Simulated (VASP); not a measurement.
Runs of VASP 6.6.1 on C. It takes space group P6_3/mmc (No. 194, hexagonal). The conventional cell has a = 2.522 Å, b = 2.522 Å, c = 8.237 Å, α = 90.00°, β = 90.00°, γ = 120.00°. C (site symmetry 3m) is surrounded by 4 C at 1.54 Å. Around C (site symmetry 3m) lie 4 C at 1.54 Å. This is a hexagonal form of diamond, not graphite.

```csv
task,level,cell,cutoff (eV),gap on the mesh (eV),pressure (GPa),relaxed volume (Å³/atom)
relaxation of cell and atoms,vdW-DF2,relaxed,600,4.99,0.0,(c)
band structure,PBE,as given,520,(a),-,-
relaxation of cell and atoms,rev-vdW-DF2,relaxed,600,4.59,0.0,5.68
relaxation of cell and atoms,vdW-DF,relaxed,600,4.75,0.0,5.83
relaxation of cell and atoms,RPBE+D4,relaxed,600,4.57,0.0,(b)
```

Alike in all rows: potentials or basis VASP PAW PBE potentials, release 64 (C); no spin polarisation; k mesh 12 × 12 × 4; smearing fermi-dirac 0.05 eV.

Q: Fill in the values left out.

A: (a) 4.41; (b) 5.59; (c) 5.86.

Caveats: the PAW data sets were made with another functional, which shifts forces and pressure a little (some runs).

A k mesh can miss the band edges.

Not every run made on this cell is shown here.
